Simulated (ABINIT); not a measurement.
# Quasiparticle gap of GaN (P6_3mc) in ABINIT, part 3 of 3

Aim: the G0W0 gap of GaN (P6_3mc) on PBE, step by step.

ABINIT 10.8.3; PBE and many-body steps on it, plane waves. Known limits of the many-body steps: not at the basis limit; no spin-orbit coupling; coarse k mesh.

So far. Step 3 (Bands along the symmetry lines): The gap is 1.919 eV, as in the run before at this level. Step 4 (Empty states on the mesh, 3×3×2 mesh, 89 bands): On this mesh the gap is 1.919 eV.

The database entry behind the starting cell has ideal inner coordinates that were not refined, so it need not match the best structure at ambient conditions.

## 5. Screening, 3×3×2 mesh, 81 bands, screening to 130.6 eV

The RPA dielectric matrix is built and inverted for each q.

This step: RPA screening on PBE, plane waves, norm-conserving pseudopotentials.

The input, run.abi:

```
acell 3*1.0 Angstrom
rprim 
  3.190000000016 -0.000000000004 0.000000000000
  -1.595000000005 2.762621038088 0.000000000000
  0.000000000000 0.000000000000 5.189000000000
ntypat 2
znucl 31 7
natom 4
typat 1 1 2 2
xred 
  0.666666666667 0.333333333333 0.000000000000
  0.333333333333 0.666666666667 0.500000000000
  0.666666666667 0.333333333333 0.375000000000
  0.333333333333 0.666666666667 0.875000000000
pp_dirpath "pseudos"
pseudos "Ga.upf, N.upf"
ecut 45
ngkpt 3 3 2
nshiftk 1
shiftk 0 0 0
kptopt 1
chksymbreak 0
istwfk *1
occopt 1
irdwfk 1
optdriver 3
nband 81
ecuteps 4.8
inclvkb 2
awtr 1
symchi 1
indata_prefix "in"
outdata_prefix "out"
tmpdata_prefix "tmp"
```

Command:

```bash
> OMP_NUM_THREADS=1 mpirun -n 4 abinit run.abi > log
```

Numbers of over 12 decimals in the logs are rounded to 6 here.

Output:

```text
.Version 10.8.3 of ABINIT. v10.8.2 released Aug 2026.

 Symmetries : space group P6_3 m c (#186); Bravais hP (primitive hexag.)
[... echo of the input left out ...]
== DATASET  1 ==================================================================
-   mpi_nproc: 4, omp_nthreads: 1 (-1 if OMP is not activated)

--- !DatasetInfo
iteration_state: {dtset: 1, }
dimensions: {natom: 4, nkpt: 6, mband: 81, nsppol: 1, nspinor: 1, nspden: 1, mpw: 4506, }
cutoff_energies: {ecut:  45.0, pawecutdg:  -1.0, }
electrons: {nelect:   5.20000000E+01, charge:   0.00000000E+00, occopt:   1.00000000E+00, tsmear:   1.00000000E-02, }

 SCREENING: Calculation of the susceptibility and dielectric matrices

 Based on a program developped by R.W. Godby, V. Olevano, G. Onida, and L. Reining.
 Incorporated in ABINIT by V. Olevano, G.-M. Rignanese, and M. Torrent.
.Using double precision arithmetic ; gwpc =  8

[... cell and pseudopotentials left out ...]
--------------------------------------------------------------------------------

 ==== K-mesh for the wavefunctions ====
 Number of points in the irreducible wedge :     6
[... list of points left out ...]
 Together with 12 symmetry operations and time-reversal symmetry
 yields    18 points in the full Brillouin Zone.

 ==== Q-mesh for the screening function ====
 Number of points in the irreducible wedge :     6
[... list of points left out ...]
 Together with 12 symmetry operations and time-reversal symmetry
 yields    18 points in the full Brillouin Zone.

 setmesh: FFT mesh size selected  =    24x   24x   40
          total number of points  =        23040

 vcoul_init : cutoff-mode = AUXILIARY_FUNCTION
 q-points for optical limit:   1
     1)      0.000010    0.000020    0.000030

- screening: taking advantage of time-reversal symmetry
- Maximum band index for partially occupied states nbvw = 26
- Remaining bands to be divided among processors   nbcw = 55
- Number of bands treated by each node ~13

 Number of electrons calculated from density =   52.0000; Expected =   52.0000
 average of density, n =  0.168504
 r_s =    1.1231
 omega_plasma =   39.5969 [eV]

 calculating chi0 at frequencies [eV] :
  1    0.000000E+00    0.000000E+00
  2    0.000000E+00    3.959690E+01

--------------------------------------------------------------------------------
  q-point number  1        q = ( 0.000000, 0.000000, 0.000000) [r.l.u.]
--------------------------------------------------------------------------------
[... chi0 elements left out ...]
 For q-point:  0.000010 0.000020 0.000030
  dielectric constant =   9.9065
  dielectric constant without local fields =  10.6204

  Average fulfillment of the sum rule on Im[epsilon] for q-point    1 :     30.85  [%]
[... wings left out ...]
  q-point number  2        q = ( 0.333333, 0.000000, 0.000000) [r.l.u.]
--------------------------------------------------------------------------------
[... chi0 elements left out ...]
  Average fulfillment of the sum rule on Im[epsilon] for q-point    2 :     34.39  [%]

 [... 4 further q-points ...]
```

The job ended after 14 s (4 MPI ranks of Arm Neoverse V2, shared host; peak memory 0.68 GiB; 56 s of CPU time).

Numbers from this step:

```
ε∞ with local fields, on this mesh, along the program's q direction : 9.906
the same without local fields                                       : 10.62
plasma frequency                                                    : 39.60 eV
plane waves in the screening matrix                                 : 147
```

Local fields lower ε∞ by 7 %. On a Γ-centred mesh this coarse the value itself is usually too large, while a short band sum pulls it down.

## 6. Self-energy, 3×3×2 mesh, 81 bands, screening to 130.6 eV

The self-energy is evaluated for the states that the input lists, and the levels follow from it, in one-shot runs by the linearised quasiparticle equation.

This step: G0W0 on PBE, plane waves, norm-conserving pseudopotentials.

Edit run.abi of step 5 so:

```diff
@@ -25,8 +25,15 @@
 irdwfk 1
-optdriver 3
+optdriver 4
 nband 81
+gwcalctyp 0
+ecutsigx 45
+symsigma 1
+nkptgw 1
+kptgw 
+  0.0000000000 0.0000000000 0.0000000000
+bdgw 
+  25 28
 ecuteps 4.8
-inclvkb 2
-awtr 1
-symchi 1
+irdscr 1
+ppmodel 1
 indata_prefix "in"
```

Output:

```text
.Version 10.8.3 of ABINIT. v10.8.2 released Aug 2026.

 Symmetries : space group P6_3 m c (#186); Bravais hP (primitive hexag.)
[... echo of the input left out ...]
== DATASET  1 ==================================================================
-   mpi_nproc: 4, omp_nthreads: 1 (-1 if OMP is not activated)

--- !DatasetInfo
iteration_state: {dtset: 1, }
dimensions: {natom: 4, nkpt: 6, mband: 81, nsppol: 1, nspinor: 1, nspden: 1, mpw: 4506, }
cutoff_energies: {ecut:  45.0, pawecutdg:  -1.0, }
electrons: {nelect:   5.20000000E+01, charge:   0.00000000E+00, occopt:   1.00000000E+00, tsmear:   1.00000000E-02, }

 SIGMA: Calculation of the GW corrections

 Based on a program developped by R.W. Godby, V. Olevano, G. Onida, and L. Reining.
 Incorporated in ABINIT by V. Olevano, G.-M. Rignanese, and M. Torrent.
.Using double precision arithmetic ; gwpc =  8

[... cell and pseudopotentials left out ...]
--------------------------------------------------------------------------------

 ==== K-mesh for the wavefunctions ====
 Number of points in the irreducible wedge :     6
[... list of points left out ...]
 Together with 12 symmetry operations and time-reversal symmetry
 yields    18 points in the full Brillouin Zone.

 ==== Q-mesh for screening function ====
 Number of points in the irreducible wedge :     6
[... list of points left out ...]
 Together with 12 symmetry operations and time-reversal symmetry
 yields    18 points in the full Brillouin Zone.

 vcoul_init : cutoff-mode = AUXILIARY_FUNCTION
 q-points for optical limit:   1
     1)      0.000010    0.000020    0.000030
 setmesh: FFT mesh size selected  =    32x   32x   60
          total number of points  =        61440

 Number of electrons calculated from density =   52.0000; Expected =   52.0000
 average of density, n =  0.168504
 r_s =    1.1231
 omega_plasma =   39.5969 [eV]

 === KS Band Gaps ===
  >>>> For spin  1
   Minimum direct gap =   1.9190 [eV], located at k-point      :   0.0000  0.0000  0.0000
   Fundamental gap    =   1.9190 [eV], Top of valence bands at :   0.0000  0.0000  0.0000
                                       Bottom of conduction at :   0.0000  0.0000  0.0000
 SIGMA fundamental parameters:
 PLASMON POLE MODEL  1
 number of plane-waves for SigmaX                 4427
 number of plane-waves for SigmaC and W            147
 number of plane-waves for wavefunctions          4427
 number of bands                                    81
 number of independent spin polarizations            1
 number of spinorial components                      1
 number of k-points in IBZ                           6
 number of q-points in IBZ                           6
 number of symmetry operations                      12
 number of k-points in BZ                           18
 number of q-points in BZ                           18
 number of frequencies for dSigma/dE                 9
 frequency step for dSigma/dE [eV]                0.25
 number of omega for Sigma on real axis              0
 max omega for Sigma on real axis  [eV]           0.00
 zcut for avoiding poles [eV]                     0.10

 EPSILON^-1 parameters (SCR file):
 dimension of the eps^-1 matrix on file            147
 dimension of the eps^-1 matrix used               147
 number of plane-waves for wavefunctions          4427
 number of bands                                    81
 number of q-points in IBZ                           6
 number of frequencies                               2
 number of real frequencies                          1
 number of imag frequencies                          1

 matrix elements of self-energy operator (all in [eV])

 Perturbative Calculation

--- !SelfEnergy_ee
iteration_state: {dtset: 1, }
kpoint     : [   0.000,    0.000,    0.000, ]
spin       : 1
KS_gap     :    1.919
QP_gap     :    2.597
Delta_QP_KS:    0.677
data: !SigmaeeData |
     Band     E0 <VxcDFT>   SigX SigC(E0)      Z dSigC/dE  Sig(E)    E-E0       E
       25   6.903 -19.100 -22.606   3.680   0.796  -0.256 -18.961   0.139   7.041
       26   6.903 -19.100 -22.606   3.680   0.796  -0.256 -18.961   0.139   7.041
       27   8.822 -14.182  -9.590  -3.598   0.821  -0.218 -13.366   0.816   9.638
       28  11.172 -13.937  -8.620  -4.143   0.830  -0.205 -12.963   0.975  12.147

== END DATASET(S) ==============================================================
================================================================================

 -outvars: echo values of variables after computation  --------
           etotal      0.0000000000E+00
            nband          81
             nkpt           6
          spgroup         186
 [... the other variables as echoed above ...]

 Calculation completed.
```

It took 3.2 s on 4 MPI ranks; peak memory 0.58 GiB; 12 s of CPU time.

This step gave:

- G0W0 gap on the points computed: 2.597 eV
- starting gap on the mesh: 1.919 eV
- k of the valence top: 0, 0, 0
- k of the conduction bottom: 0, 0, 0
- Z at the valence top: 0.796
- Z at the conduction bottom: 0.821
- least direct G0W0 gap on the computed points: 2.597 eV

The gap on the mesh goes from 1.92 eV to 2.60 eV, a correction of +0.68 eV.

Limits: finite bands, cutoff and mesh; no spin-orbit coupling; coarse k mesh. v1 is the top filled band, c1 the lowest empty one. The levels before and after the correction (eV, zero at the valence-band top of each column):

|  | conduction bottom | valence top |
| --- | --- | --- |
| Kohn-Sham | 1.92 | 0.00 |
| G0W0 | 2.60 | 0.00 |

|  | level | energy (eV) |
| --- | --- | --- |
| Kohn-Sham | Γ v2-v1 | 0.000 |
| Kohn-Sham | Γ c1 | 1.919 |
| Kohn-Sham | Γ c2 | 4.269 |
| G0W0 | Γ v2-v1 | 0.000 |
| G0W0 | Γ c1 | 2.597 |
| G0W0 | Γ c2 | 5.106 |

## 7. Where the time went

Times are wall times on 4 MPI ranks of Arm Neoverse V2, shared host, good to a factor of about two.

| step | time | share | memory (GiB) |
| --- | --- | --- | --- |
| ground state | 36 s | 31 % | 0.36 |
| bands along the symmetry lines | 48 s | 40 % | 0.43 |
| empty states on the mesh | 18 s | 15 % | 0.31 |
| screening | 14 s | 12 % | 0.68 |
| self-energy | 3.2 s | 3 % | 0.58 |

## 8. Outcome

```yaml
pbe_gap: 1.92 eV, direct
g0w0_gap_on_the_mesh: 2.60 eV
gw_settings: 3×3×2 mesh, 81 bands, screening to 130.6 eV, Godby-Needs plasmon pole
known_limits: not at the basis limit; no spin-orbit coupling; coarse k mesh
```

What this shows: G0W0 moves the gap on the mesh from 1.92 eV to 2.60 eV (+0.68 eV), with Z of 0.80 and 0.82 at the edges. Local fields lower the RPA ε∞ on this mesh from 10.62 to 9.91; a Γ-centred mesh this coarse tends to raise both, most where the direct gap is narrow, while a short band sum lowers them. Only 1 of the mesh's irreducible points was corrected, so a valley elsewhere could overtake. Bands and cutoff are finite, so the gap is not at the basis limit. The miss can reach some tenths of an eV and take either sign; the mesh is an error of its own. In the G0W0 run levels were corrected at 1 k point alone, so a gap called «on the mesh» is the least over those, and an edge elsewhere would be missed. The 3×3×2 mesh is coarse for this cell, which bears on the long-range parts of exchange and screening. The many-body steps are scalar-relativistic: spin-orbit coupling is not in them.

[Paths, hosts, dates, memory and timing lines, banners, echoed tables and standing remarks are left out of the program output.]

[Logs are printed without paths, hosts, clocks, repeated set-up lines and the standing remarks that a program may print on its own settings, such as how far it seeks lower states.]

[Runs of the session that timed out or met a known fault of the program may be left out.]

[Hosts, paths, dates, database ids (printed as entryN), source tags and the programs' standing remarks are cut or masked in the printed files.]

[G0W0 gaps are taken among the corrected bands and points alone; a level outside them can change the order at an edge.]

[Where Ansatz stands beside ABINIT at settings called matched, ABINIT's density can come from a denser mesh and the files from another edition; pairs whose starting gaps differed by over 0.03 eV were left out, so agreement reads better than it is.]
